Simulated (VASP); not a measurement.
Wanted: the native input for a VASP 6.6.1 run.

- Task: single point
- Functional: PBEsol
- Potentials or basis: VASP PAW PBE potentials, release 64 (Cu)
- Cutoff: 450 eV
- k mesh: 21 × 21 × 21
- Occupations: methfessel-paxton, width 0.1 eV
- Spin: no spin polarisation
- Further INCAR settings: ALGO = Normal; EDIFF = 1e-06

The structure of Cu lies in POSCAR:

```
Cu                                      
1.0
   -0.0000000000      1.8170093628      1.8170093628
    1.8170093628      0.0000000000      1.8170093628
    1.8170093628      1.8170093628     -0.0000000000
  Cu            
     1
Direct
     0.0000000000000000    0.0000000000000000    0.0000000000000000
```

These files were run (other wordings do the same):

INCAR

```
SYSTEM = Cu
PREC = Accurate
ENCUT = 450
EDIFF = 1E-6
ISMEAR = 1
SIGMA = 0.1
LREAL = .False.
LASPH = .True.
NELM = 120
ALGO = Normal
ISIF = 2
LWAVE = .False.
LCHARG = .False.
GGA = PS
KPAR = 4
```

KPOINTS

```
Automatic mesh
0
Gamma
  21 21 21
  0 0 0
```

Potentials or basis: VASP PAW PBE potentials, release 64 (Cu).

Run with:

```sh
$ cat potpaw_PBE.64/Cu/POTCAR > POTCAR
$ mpirun -np 4 vasp_std > vasp.out
```

It gave:

```json
{
 "Pressure": "-8.6 GPa",
 "Band gap on the k mesh": "none (metal or under the smearing width)"
}
```

Caveat: the PAW data sets were made with another functional, which shifts forces and pressure a little.

Run time: 3.8 s on 4 MPI ranks on Intel(R) Xeon(R) 6975P-C (Granite Rapids), with other jobs on the host, peak memory 0.13 GiB a rank.
